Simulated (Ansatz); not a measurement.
**WSe2: one candidate of a structure search**

The task: take a trial cell of WSe2 to zero force and stress.

Computed with Ansatz 0.2.0 (DFT PBE, scalar-relativistic, plane waves, PAW, unless a step's input says otherwise).

1 further run of the same task is left out (set aside as unsound or not needed).

**1. The starting structure**

The structure is cubic, space group F-43m (No. 216). The conventional cell has a = 7.042 Å, b = 7.042 Å, c = 7.042 Å, α = 90.00°, β = 90.00°, γ = 90.00°. W (site symmetry -43m) has 4 Se at 3.05 Å as nearest neighbours. Around Se (site symmetry -43m) lie 4 W at 3.05 Å and 4 Se at 3.05 Å. Se (site symmetry -43m) has 4 Se at 3.05 Å as nearest neighbours.

Coordinates:

```cif
data_structure
_symmetry_space_group_name_H-M 'F-43m'
_symmetry_Int_Tables_number 216
_cell_length_a 7.0422
_cell_length_b 7.0422
_cell_length_c 7.0422
_cell_angle_alpha 90.000
_cell_angle_beta 90.000
_cell_angle_gamma 90.000
_cell_volume 349.24
loop_
_atom_site_label
_atom_site_type_symbol
_atom_site_symmetry_multiplicity
_atom_site_Wyckoff_symbol
_atom_site_fract_x
_atom_site_fract_y
_atom_site_fract_z
_atom_site_occupancy
W1 W 4 b 0.50000 0.00000 0.00000 1
Se1 Se 4 d 0.25000 0.25000 0.75000 1
Se2 Se 4 a 0.00000 0.00000 0.00000 1
```

A structure generator made this guess: random cell by space group and Wyckoff sites (F-43m, No. 216). Its size is a rough estimate.

**2. The guess as it stands, on a coarse mesh**

input.yaml reads:

```yaml
crystal:
  lattice:
    - [0.0, 3.52110127, 3.52110127]
    - [3.52110127, 0.0, 3.52110127]
    - [3.52110127, 3.52110127, 0.0]
  atoms:
    - { symbol: W, position: [0.5, 0.5, 0.5] }
    - { symbol: Se, position: [0.25, 0.25, 0.25] }
    - { symbol: Se, position: [0.0, 0.0, 0.0] }
basis:
  ecutwfc: 420
kpoints:
  mp_grid: { grid: [4, 4, 4] }
hamiltonian:
  xc: pbe
scf:
  occupations: { method: gaussian, width: 0.1 }
  lower_state_search: "off"
output:
  forces: true
  stress: true
  eigenvalues: true
```

The run is started by

```sh
$ ansatz run input.yaml --threads 1 --pin off --max-ram 2560MiB --backend cpu --events-out ev --progress --plain --runs-dir out
```

Log, cut to the lines that bear on the results:

```text
Warning: RAYON_NUM_THREADS=1 ignored (pool sized by the plan → 1); use --threads N
[...]
Pseudopotentials: kind: paw
Pseudopotential: W, paw, valence charge 14, recommended cutoff 420 eV (normal), W.paw.azcp
Pseudopotential: Se, paw, valence charge 16, recommended cutoff 420 eV (normal), Se.paw.azcp
Functional definition: PBE
[...]
Crystal: 3 atoms, lattice volume = 87.310 Å³
Basis set: ecut = 420 eV, 1687 PW (Γ), exchange–correlation on 72×72×72 points (8 copies of the dense FFT grid, shifted against one another)
Bands: 28, of which v1, the nominal top of the filled ones, is band 23 counted from 1 (22 counted from 0)
Symmetry: 24 space group operations
Space group: F-43m (ITA 216), of the structure as read, at distance tolerance 4.4e-5 Å
k-points: 8 of 64 (time reversal used)
[...]
SCF iter   1: F=—  HF=-21317.352055 eV  |F-HF|=—  |Δ(HF+E_count)|=         —  Δρ=5.95e-3  dr2=8.26e-2  ethr=1.77e-3  ⟨swp⟩=5.6  Hψ=811  notcnv=0
[...]
SCF iter   6: F=-21317.347136 eV  HF=-21317.347136 eV  |F-HF|=9.29e-8  |Δ(HF+E_count)|=   3.16e-6  Δρ=9.50e-6  dr2=8.66e-8  ethr=2.17e-10  ⟨swp⟩=3.2  Hψ=908  notcnv=0
[...]
SCF converged after 6 iterations
Free energy (F): -21317.347136 eV
[...]
E sigma→0 (E₀):  -21317.322893 eV
Entropy (-TS):   -0.048488 eV (-16.163 meV/atom)
Fermi energy:    8.071729 eV
[...]
--- Forces (eV/Å), atoms counted from 1 ---
  atom   1  W      0.00000000    -0.00000000    -0.00000000
  atom   2  Se    -0.00000000     0.00000000    -0.00000000
  atom   3  Se     0.00000000    -0.00000000    -0.00000000
[...]
--- Stress (GPa, compression-positive) ---
      -16.118934       0.000000       0.000000
        0.000000     -16.118934      -0.000000
        0.000000      -0.000000     -16.118934
  P = ⅓ Tr σ = -16.1189 GPa (-161.189 kbar)
--- Band table (eV; the first three rows and the last of 8) ---
[...]
```

Run time: 1.3 s. Hardware: 1 thread of AMD EPYC 7R43 (Zen 3), shared host; peak memory 0.38 GiB.

From the probe: pressure -16.1 GPa, largest force 0.00 eV/Å, gap on this mesh none (metal). A cheap, loose relaxation comes first.

**3. A loose first relaxation**

Edit input.yaml of step 2 so:

```diff
@@ -22 +22,9 @@
   eigenvalues: true
+  populations: true
+magnetization:
+  spin_polarized: true
+relax:
+  adjacent_minimum: "off"
+  f_tol: 0.04
+  max_steps: 70
+  cell: { stress_tol: 0.4 }
```

The run is started by

```sh
$ ansatz run input.yaml --threads 1 --pin off --max-ram 2560MiB --backend cpu --events-out ev --progress --plain --runs-dir out
```

Log:

```text
Warning: RAYON_NUM_THREADS=1 ignored (pool sized by the plan → 1); use --threads N
band count auto-derived: 29 (N_el = 46.0; filled up to band 23; 28 by the electrons, moments and atoms)
Engine: ansatz 0.2.0, x86_64-unknown-linux-gnu
[... 4 set-up lines as earlier in the session ...]
  parameter kappa = 0.804
  parameter beta = 0.06672455060314922
  exchange = pbe_x(kappa = kappa, mu = beta*pi^2/3)
  correlation = pbe_c(beta = beta)
Crystal: 3 atoms, lattice volume = 87.310 Å³
Basis set: ecut = 420 eV, 1687 PW (Γ), exchange–correlation on 72×72×72 points (8 copies of the dense FFT grid, shifted against one another)
Bands: 29, of which v1, the nominal top of the filled ones, is band 23 counted from 1 (22 counted from 0)
[... 2 set-up lines as earlier in the session ...]
k-points: 8 of 64 (time reversal used)
Non-local potential: W, projectors of the file, l = 0: 3, l = 1: 2, l = 2: 2, l = 3: 1
Non-local potential: Se, projectors of the file, l = 0: 2, l = 1: 2, l = 2: 3, l = 3: 1
PAW form: soft (Blöchl's): semilocal exchange-correlation on the pseudo side does not see the compensation charge
PAW one-centre angular grid: W, 590 points (default); XC on 64 Gauss nodes
PAW one-centre angular grid: Se, 590 points (default); XC on 64 Gauss nodes
Initial density: superposition of atomic densities (chi_scale 0.1, normalization cell, long waves kept (reshape's long-wave potential 0.00 eV rms))
Initial wavefunctions: pseudopotential atomic-orbital guess
Functional: x = pbe(κ = 0.804, μ = 0.2195149727645171), c = pbe(β = 0.06672455060314922)
iter 1 solved again at ethr=7.01e-4 eV; its pass at ethr=3.10e-3 eV (dr2=3.23e-1 eV) is discarded
SCF iter   1: F=—  HF=-21313.045062 eV  |F-HF|=—  |Δ(HF+E_count)|=         —  Δρ=7.32e-2 (↑7.32e-2 ↓5.92e-2)  dr2=1.14e0  dr2_m=3.42e0  M=6.047 μB ∫|m|=6.106 μB  ethr=7.01e-4  ⟨swp⟩=1.0  Hψ=1186  notcnv=0
Mixer restart at iter 1: flushing history
SCF iter   2: F=—  HF=-21317.223627 eV  |F-HF|=—  |Δ(HF+E_count)|=         —  Δρ=2.42e-2 (↑2.42e-2 ↓2.34e-2)  dr2=3.33e-1  dr2_m=3.84e-1  M=3.531 μB ∫|m|=3.681 μB  β_m=0.30  ethr=7.01e-4  ⟨swp⟩=3.9  Hψ=1239  notcnv=0  defer=4
preconditioner: auto → Kerker (q_TF=auto, 2.452 Å⁻¹)  [metal: Δε(μ)=0.029 eV  Ē_g=6.836 eV  σ=0.100 eV  W_gap=0.16  n_scr=14 (ndim 8)  ℏωp=16.9 eV  f_vac=0.066  D(μ)=4.56/eV (n_scr^D=50)]
spin=Collinear: Kerker preconditioning applied to the charge; magnetization (m = ρ↑ − ρ↓) channel mixes plain (no charge-response kernel on spin).
SCF iter   3: F=—  HF=-21317.432010 eV  |F-HF|=—  |Δ(HF+E_count)|=   2.08e-1  Δρ=2.08e-2 (↑2.08e-2 ↓2.03e-2)  dr2=1.38e-1  dr2_m=3.06e-1  M=3.068 μB ∫|m|=3.376 μB  β_m=0.65  ethr=7.01e-4  ⟨swp⟩=1.6  Hψ=605  notcnv=0  defer=8
SCF iter   4: F=—  HF=-21317.736785 eV  |F-HF|=—  |Δ(HF+E_count)|=   3.05e-1  Δρ=1.07e-2 (↑1.07e-2 ↓1.03e-2)  dr2=4.97e-2  dr2_m=7.76e-2  M=2.614 μB ∫|m|=3.443 μB  β_m=0.82  ethr=3.00e-4  ⟨swp⟩=2.6  Hψ=682  notcnv=0  defer=8
SCF iter   5: F=—  HF=-21317.855937 eV  |F-HF|=—  |Δ(HF+E_count)|=   1.19e-1  Δρ=1.95e-3 (↑1.95e-3 ↓1.32e-3)  dr2=3.99e-3  dr2_m=1.57e-3  M=2.193 μB ∫|m|=3.692 μB  β_m=0.91  ethr=1.08e-4  ⟨swp⟩=2.0  Hψ=752  notcnv=0  defer=8
SCF iter   6: F=—  HF=-21317.859095 eV  |F-HF|=—  |Δ(HF+E_count)|=   3.16e-3  Δρ=9.47e-4 (↑9.47e-4 ↓5.54e-4)  dr2=1.51e-3  dr2_m=3.38e-4  M=2.171 μB ∫|m|=3.749 μB  β_m=0.94  ethr=8.67e-6  ⟨swp⟩=2.0  Hψ=774  notcnv=0  defer=8
SCF iter   7: F=—  HF=-21317.859767 eV  |F-HF|=—  |Δ(HF+E_count)|=   6.73e-4  Δρ=3.30e-4 (↑3.29e-4 ↓3.30e-4)  dr2=4.27e-4  dr2_m=4.93e-5  M=2.163 μB ∫|m|=3.786 μB  β_m=0.97  ethr=3.28e-6  ⟨swp⟩=2.0  Hψ=728  notcnv=0  defer=8
SCF iter   8: F=—  HF=-21317.859987 eV  |F-HF|=—  |Δ(HF+E_count)|=   2.20e-4  Δρ=1.22e-4 (↑1.22e-4 ↓1.15e-4)  dr2=1.11e-4  dr2_m=2.67e-6  M=2.170 μB ∫|m|=3.804 μB  β_m=0.98  ethr=9.29e-7  ⟨swp⟩=2.0  Hψ=768  notcnv=0  defer=8
SCF iter   9: F=—  HF=-21317.860075 eV  |F-HF|=—  |Δ(HF+E_count)|=   8.80e-5  Δρ=6.82e-5 (↑6.82e-5 ↓6.82e-5)  dr2=2.89e-5  dr2_m=8.96e-7  M=2.171 μB ∫|m|=3.811 μB  β_m=0.87  ethr=2.41e-7  ⟨swp⟩=2.0  Hψ=808  notcnv=0  defer=8
SCF iter  10: F=—  HF=-21317.860093 eV  |F-HF|=—  |Δ(HF+E_count)|=   1.78e-5  Δρ=4.78e-5 (↑4.78e-5 ↓4.06e-5)  dr2=6.82e-6  dr2_m=8.16e-7  M=2.171 μB ∫|m|=3.812 μB  β_m=0.93  ethr=6.27e-8  ⟨swp⟩=2.0  Hψ=812  notcnv=0  defer=8
SCF iter  11: F=—  HF=-21317.860108 eV  |F-HF|=—  |Δ(HF+E_count)|=   1.52e-5  Δρ=2.55e-5 (↑1.10e-5 ↓2.55e-5)  dr2=2.04e-6  dr2_m=1.27e-7  M=2.171 μB ∫|m|=3.810 μB  β_m=0.95  ethr=1.48e-8  ⟨swp⟩=2.0  Hψ=588  notcnv=0  defer=8
iter 12 did not close the SCF: its close was put off for a magnetic moment that had not settled (scf_convergence_deferred on its scf_iter line)
SCF iter  12: F=-21317.860110 eV  HF=-21317.860109 eV  |F-HF|=1.02e-7  |Δ(HF+E_count)|=   1.36e-6  Δρ=8.91e-6 (↑8.91e-6 ↓7.02e-6)  dr2=5.72e-8  dr2_m=4.10e-8  M=2.170 μB ∫|m|=3.809 μB  β_m=0.97  ethr=2.17e-10  ⟨swp⟩=5.7  Hψ=1887  notcnv=0
iter 13 did not close the SCF: its close was put off until two iterations running show no level that it waits for move by more than its bar (scf_convergence_deferred on its scf_iter line)
SCF iter  13: F=-21317.860110 eV  HF=-21317.860110 eV  |F-HF|=3.99e-9  |Δ(HF+E_count)|=   1.67e-7  Δρ=2.05e-6 (↑2.05e-6 ↓1.77e-6)  dr2=5.55e-9  dr2_m=1.83e-9  M=2.170 μB ∫|m|=3.808 μB  β_m=0.99  ethr=1.24e-10  ⟨swp⟩=2.6  Hψ=1629  notcnv=0
SCF iter  14: F=-21317.860110 eV  HF=-21317.860110 eV  |F-HF|=1.49e-10  |Δ(HF+E_count)|=   6.80e-9  Δρ=5.51e-7 (↑5.51e-7 ↓4.56e-7)  dr2=8.54e-10  dr2_m=9.43e-11  M=2.170 μB ∫|m|=3.808 μB  ethr=1.21e-11  ⟨swp⟩=1.8  Hψ=1297  notcnv=0
the search or the solves at the SCF's close seem to have found levels that the self-consistency loop had missed (the run counts 1). By its estimate they hold under 1e-12 electrons; where the run keeps them, the occupations were computed again with them
SCF 1 converged in 14 iterations: F = -21317.860110 eV  dr2 = 8.54e-10
relax step   1: F+E_penalty+E_count = -21317.86010961 eV  Δ(F+E_penalty+E_count) = +0.000e0 eV  max|allowed force component| = 7.864e-17 eV/Å  Δτ_max = 0.0000 Å  P = -12.976 GPa  Ω = 87.310 Å³  (14 SCF iters, dr2 threshold 1.00e-7 eV, accepted)
[... from here on, the SCF cycles and remarks between the steps are left out ...]
relax step   2: F+E_penalty+E_count = -21318.79164596 eV  Δ(F+E_penalty+E_count) = -9.315e-1 eV  max|allowed force component| = 4.149e-17 eV/Å  Δτ_max = 0.0000 Å  P = -10.844 GPa  Ω = 75.154 Å³  energy of the carried Pulay correction = +1.093e-3 eV  (9 SCF iters, dr2 threshold 3.00e-7 eV, accepted)
relax step   3: F+E_penalty+E_count = -21319.36837180 eV  Δ(F+E_penalty+E_count) = -5.767e-1 eV  max|allowed force component| = 8.712e-17 eV/Å  Δτ_max = 0.0000 Å  P = -4.840 GPa  Ω = 64.181 Å³  energy of the carried Pulay correction = +2.368e-3 eV  (11 SCF iters, dr2 threshold 3.00e-7 eV, accepted)
relax step   4: F+E_penalty+E_count = -21319.42225016 eV  Δ(F+E_penalty+E_count) = -5.388e-2 eV  max|allowed force component| = 1.264e-16 eV/Å  Δτ_max = 0.0000 Å  P = +4.720 GPa  Ω = 57.448 Å³  energy of the carried Pulay correction = +3.348e-3 eV  (10 SCF iters, dr2 threshold 3.00e-7 eV, accepted)
relax step   5: F+E_penalty+E_count = -21319.45477752 eV  Δ(F+E_penalty+E_count) = -3.253e-2 eV  max|allowed force component| = 1.149e-16 eV/Å  Δτ_max = 0.0000 Å  P = -0.509 GPa  Ω = 60.099 Å³  energy of the carried Pulay correction = +2.940e-3 eV  (8 SCF iters, dr2 threshold 3.00e-7 eV, accepted)
relax step   6: F+E_penalty+E_count = -21319.45528539 eV  Δ(F+E_penalty+E_count) = -5.079e-4 eV  max|allowed force component| = 1.133e-16 eV/Å  Δτ_max = 0.0000 Å  P = +0.063 GPa  Ω = 59.772 Å³  energy of the carried Pulay correction = +2.989e-3 eV  (7 SCF iters, dr2 threshold 3.00e-7 eV, accepted)
relax step   7: F+E_penalty+E_count = -21319.45317077 eV  Δ(F+E_penalty+E_count) = +2.115e-3 eV  max|allowed force component| = 1.257e-16 eV/Å  Δτ_max = 0.0000 Å  P = +0.055 GPa  Ω = 59.772 Å³  stress off target by 5.48e-2 GPa  SCF on the basis re-selected at this cell (its energy is not comparable with the rows above)  (7 SCF iters)
basis re-selected at this cell: Δ(F+E_penalty+E_count) = +2.115e-3 eV, ΔP = -0.008 GPa vs the last step (what re-selecting the basis moved, of the pressure what is left beyond the Pulay correction that the steps carried, after the strain that the cell walked since its last selection, with what the two solves' SCF thresholds leave and, on support functions, any second-order correction that the steps lacked; it is no measure of the basis error at this ecutwfc). The dense FFT grid was sized anew with the basis: this SCF ran on 30×30×30 points, the steps before it on 36×36×36, so part of this shift can come from that change (see relax.cell in the input reference). This SCF's stress stands 5.48e-2 GPa from its target on what of the cell is left free (relax.cell.stress_tol is 4.00e-1 GPa) and its largest allowed force component is 1.26e-16 eV/Å (relax.f_tol is 4.00e-2 eV/Å): within both
SCF converged after 7 iterations
Magnetization: 1.1899 μB (23.5950 up, 22.4050 down)
Absolute magnetization: 1.3319 μB (∫|ρ↑−ρ↓|, with the PAW one-centre terms)
Spin contamination: 0.0263 ħ² per cell (⟨S²⟩ above its minimum at these occupations)
Per-site moments (μB) at R_I (Å): [(0.8488645552747334, 1.1086045113122331), (-0.059336607539189956, 1.1086045113122331), (0.017865575966555934, 1.1086045113122331)]
Free energy (F): -21319.453171 eV
Harris-Foulkes:  -21319.453171 eV  (|F-HF|=2.18e-11)
Internal energy: -21319.449500 eV  (E = F + TS)
E sigma→0 (E₀):  -21319.451336 eV
Entropy (-TS):   -0.003670 eV (-1.223 meV/atom)
Fermi energy:    14.290033 eV
--- Per-component energies (eV) ---
  E_band       = -819.539470
  E_kinetic    = 684.932826
  E_local      = -5273.107262  (includes V_loc(G=0)·N_el)
  E_nonlocal   = -1183.488178
  E_hartree    = 2539.139423
  E_xc         = -473.378510
  E_vxc        = -432.816173  (∫ρ·V_xc dr)
  E_paw        = -12388.601229  (= ΣΔE_a)
  E_vpaw       = 306.661608  (= ΣTr[D̂ρ^β])
  E_aug_tail   = -0.001257  (compensation charges beyond the density's cutoff)
  E_ewald      = -5224.945315
  E_smearing   = -0.003670  (= −TS)
  E_closure    = 0.000000  (closes the sum)
  Σ components = -21319.453171   (vs F -21319.453171, Δ=0.00e0)
--- Forces (eV/Å), atoms counted from 1 ---
  atom   1  W      0.00000000    -0.00000000    -0.00000000
  atom   2  Se     0.00000000    -0.00000000    -0.00000000
  atom   3  Se    -0.00000000     0.00000000     0.00000000
  max |Σ_I F_I| component: 1.20e-16 eV/Å
--- Stress (GPa, compression-positive) ---
        0.054810       0.000000       0.000000
        0.000000       0.054810      -0.000000
        0.000000      -0.000000       0.054810
  P = ⅓ Tr σ = 0.0548 GPa (0.548 kbar)
--- Band table (eV; the first three rows and the last of 16) ---
  k-point 0 ↑: bands = ["-60.5945", "-35.1496", "-35.1496", "-35.1496", "-35.1458", "-35.1458", "-34.5812", "-34.5812", "-34.5812", "-34.5779", "-34.5779", "-24.8959", "-24.8959", "-24.8959", "-2.7929", "3.3040", "8.3970", "8.3970", "8.3970", "10.9668", "10.9668", "10.9668", "12.4005", "12.4005", "14.4783", "16.7729", "16.7729", "16.7729", "21.5873"]
[... 3 lines left out ...]
--- Relaxed structure (6 steps of the walk, 6 accepted, 1 SCFs on fresh bases) ---
  F+E_penalty+E_count = -21319.45317077 eV   max|allowed force component| = 1.257e-16 eV/Å   (the final SCF, on the basis selected at the relaxed cell)
  cell:  # Å, volume = 59.7718 Å³
    - [5.36813722935589e-34, 3.103287820756127, 3.103287820756127]
    - [3.103287820756127, -4.090326863328035e-33, 3.103287820756127]
    - [3.103287820756127, 3.103287820756127, 3.597648216300218e-34]
  atoms:
    - { symbol: W, position: [0.5, 0.5, 0.5] }
    - { symbol: Se, position: [0.25, 0.25, 0.25] }
    - { symbol: Se, position: [1.3693193543733085e-34, 2.4480619248088673e-34, -8.783775331451524e-34] }
--- Löwdin populations: 3 sites ---
  site symbol       q [e]    m [muB]
     0      W     13.6721     1.1906
     1     Se     15.8449    -0.0837
     2     Se     16.1606     0.0231
  spilling = 0.007008 (of n_electrons = 46.000000)
```

It took 23 s on 1 thread of AMD EPYC 7R43 (Zen 3), shared host; peak memory 0.44 GiB.

Step by step:

| step | energy from step 1 (eV/cell) | largest force component (eV/Å) | pressure (GPa) | volume (Å³) |
| --- | --- | --- | --- | --- |
| 1 | 0.0000 | 0.0000 | -12.98 | 87.31 |
| 2 | -0.9315 | 0.0000 | -10.84 | 75.15 |
| 3 | -1.5083 | 0.0000 | -4.84 | 64.18 |
| 4 | -1.5621 | 0.0000 | 4.72 | 57.45 |
| 5 | -1.5947 | 0.0000 | -0.51 | 60.10 |
| 6 | -1.5952 | 0.0000 | 0.06 | 59.77 |
| 7 | -1.5931 | 0.0000 | 0.05 | 59.77 |

Step 1 is the start. Step 7 repeats the geometry before it on a plane-wave basis chosen anew for that cell, so its energy need not be comparable with the rows above.

Lengths and angles in the start's conventional setting:

|  | before | after | change |
| --- | --- | --- | --- |
| a (Å) | 7.042 | 6.207 | -11.9 % |
| b (Å) | 7.042 | 6.207 | -11.9 % |
| c (Å) | 7.042 | 6.207 | -11.9 % |
| volume (Å³/atom) | 29.10 | 19.92 | -31.5 % |
| shortest distance (Å) | 3.049 | 2.688 | -11.9 % |
| space group (0.01 Å) | F-43m | F-43m | same |

The run keeps the 24 symmetry operations of the start, so it could not have lowered the symmetry.

Per atom:

| atom | moment in the atom's sphere (μB) | Löwdin electrons |
| --- | --- | --- |
| W1 | 0.85 | 13.67 |
| Se2 | -0.06 | 15.84 |
| Se3 | 0.02 | 16.16 |

The Löwdin counts miss 0.32 of the 46 electrons, which the atomic orbitals do not span, so they are no charges.

**4. Another rough relaxation**

The end of the coarse run is made exact in the group found at a tolerance of 0.06 Å and reduced to its primitive cell.

input.yaml reads:

```yaml
crystal:
  lattice:
    - [0.0, 3.1032878208, 3.1032878208]
    - [3.1032878208, 0.0, 3.1032878208]
    - [3.1032878208, 3.1032878208, 0.0]
  atoms:
    - { symbol: W, position: [0.5, 0.5, 0.5], spin: 0.93 }
    - { symbol: Se, position: [0.75, 0.75, 0.75] }
    - { symbol: Se, position: [0.0, 0.0, 0.0] }
basis:
  ecutwfc: 420
kpoints:
  mp_grid: { grid: [6, 6, 6] }
hamiltonian:
  xc: pbe
scf:
  occupations: { method: gaussian, width: 0.1 }
  lower_state_search: "off"
output:
  forces: true
  stress: true
  eigenvalues: true
  populations: true
magnetization:
  spin_polarized: true
relax:
  adjacent_minimum: "off"
  f_tol: 0.04
  max_steps: 70
  cell: { stress_tol: 0.4 }
```

The run is started by

```sh
$ ansatz run input.yaml --threads 1 --pin off --max-ram 2560MiB --backend cpu --events-out ev --progress --plain --runs-dir out
```

Log, cut to the lines that bear on the results:

```text
[...]
relax step   2: F+E_penalty+E_count = -21319.47072184 eV  Δ(F+E_penalty+E_count) = -2.910e-10 eV  max|allowed force component| = 1.033e-16 eV/Å  Δτ_max = 0.0000 Å  P = -0.276 GPa  Ω = 59.772 Å³  stress off target by 2.76e-1 GPa  SCF on the basis re-selected at this cell (its energy is not [...]
SCF converged after 2 iterations
Magnetization: 0.0000 μB (23.0000 up, 23.0000 down)
Absolute magnetization: 0.0000 μB (∫|ρ↑−ρ↓|, with the PAW one-centre terms)
Spin contamination: 0.0000 ħ² per cell (⟨S²⟩ above its minimum at these occupations)
Per-site moments (μB) at R_I (Å): [(3.814907955710391e-6, 1.1086045113279057), (-5.742100224483824e-7, 1.1086045113279057), (-3.3021451693391e-7, 1.108604511327906)]
Free energy (F): -21319.470722 eV
[...]
E sigma→0 (E₀):  -21319.464814 eV
Entropy (-TS):   -0.011817 eV (-3.939 meV/atom)
Fermi energy:    14.176895 eV
[...]
--- Stress (GPa, compression-positive) ---
       -0.276472       0.000000       0.000000
       -0.000000      -0.276472      -0.000000
        0.000000      -0.000000      -0.276472
  P = ⅓ Tr σ = -0.2765 GPa (-2.765 kbar)
--- Band table (eV; the first three rows and the last of 32) ---
[...]
--- Relaxed structure (1 steps of the walk, 1 accepted, 1 SCFs on fresh bases) ---
  F+E_penalty+E_count = -21319.47072184 eV   max|allowed force component| = 1.033e-16 eV/Å   (the final SCF, on the basis selected at the relaxed cell)
  cell:  # Å, volume = 59.7718 Å³
    - [0.0, 3.1032878208, 3.1032878208]
    - [3.1032878208, 0.0, 3.1032878208]
    - [3.1032878208, 3.1032878208, 0.0]
  atoms:
    - { symbol: W, position: [0.5, 0.5, 0.5] }
    - { symbol: Se, position: [0.75, 0.75, 0.75] }
    - { symbol: Se, position: [0.0, 0.0, 0.0] }
--- Löwdin populations: 3 sites ---
  site symbol       q [e]    m [muB]
     0      W     13.7133     0.0000
     1     Se     15.8261    -0.0000
     2     Se     16.1534    -0.0000
  spilling = 0.006678 (of n_electrons = 46.000000)
```

Run time: 9.8 s. Hardware: 1 thread of AMD EPYC 7R43 (Zen 3), shared host; peak memory 0.42 GiB.

Per atom:

| atom | Löwdin electrons |
| --- | --- |
| W1 | 13.71 |
| Se2 | 15.83 |
| Se3 | 16.15 |

The Löwdin counts miss 0.31 of the 46 electrons, which the atomic orbitals do not span, so they are no charges.

(Part 1 of 2 ends here.)
